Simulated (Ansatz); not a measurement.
ZnO, space group P6_3/mmc, a phonon calculation by linear response

Program: Ansatz 0.2.0, Python API.

`dfpt_zno.py`
```python
"""DFPT phonons of ZnO."""

from dataclasses import dataclass
from pathlib import Path

import ansatz as az
import numpy as np


@dataclass(frozen=True)
class RunConfig:
    functional: str = "lda"
    cutoff: int = 450
    kgrid: tuple[int, ...] = (6, 6, 4)


settings = RunConfig()

vectors = np.array([
    [3.28796716, 0.0, 0.0],
    [-1.64398358, 2.84746309, 0.0],
    [0.0, 0.0, 7.13044135],
])
xtal = (
    az.Lattice.of(vectors)
    .atom("Zn", (0.0, 0.0, 0.75))
    .atom("Zn", (0.0, 0.0, 0.25))
    .atom("O", (1 / 3, 2 / 3, 0.25))
    .atom("O", (2 / 3, 1 / 3, 0.75))
)

job = (
    xtal.calculation()
    .functional(settings.functional)
    .basis(settings.cutoff)
    .occupations(az.OccupationsMethod.FIXED)
    .kpoints(*settings.kgrid)
    .phonons("dfpt")
)
out = job.run(threads=1, backend="cpu", runs_dir="runs")
ph = out.phonons

print("Gamma modes (1/cm):", " ".join(f"{w:.1f}" for w in ph.gamma_omega_inv_cm))
print("in meV:", " ".join(f"{w * 0.1239842:.2f}" for w in ph.gamma_omega_inv_cm))
```

```console
$ python dfpt_zno.py
Gamma modes (1/cm): -31.5 -20.9 -20.9 0.0 0.0 0.0 218.7 273.3 462.0 462.0 464.2 464.2
in meV: -3.90 -2.59 -2.59 0.00 0.00 0.00 27.12 33.89 57.29 57.29 57.56 57.56
```

Notes:
- The cell isn't relaxed first, so the values belong to this volume.
- A negative frequency stands for an imaginary mode.
- No non-analytic term is added, so at the zone centre the longitudinal optical modes of a polar crystal aren't split off.
- This cell is a computed structure, which may not be the phase found in nature.
- The structure is taken as given; imaginary modes can come from an unrelaxed or unstable start.
- Timing: 9 s on 1 thread of AMD EPYC 9R45 96-Core Processor (Zen 5) (shared host), peak memory 0.61 GiB.

(Lines on the test bed's own set-up are left out of the output.)
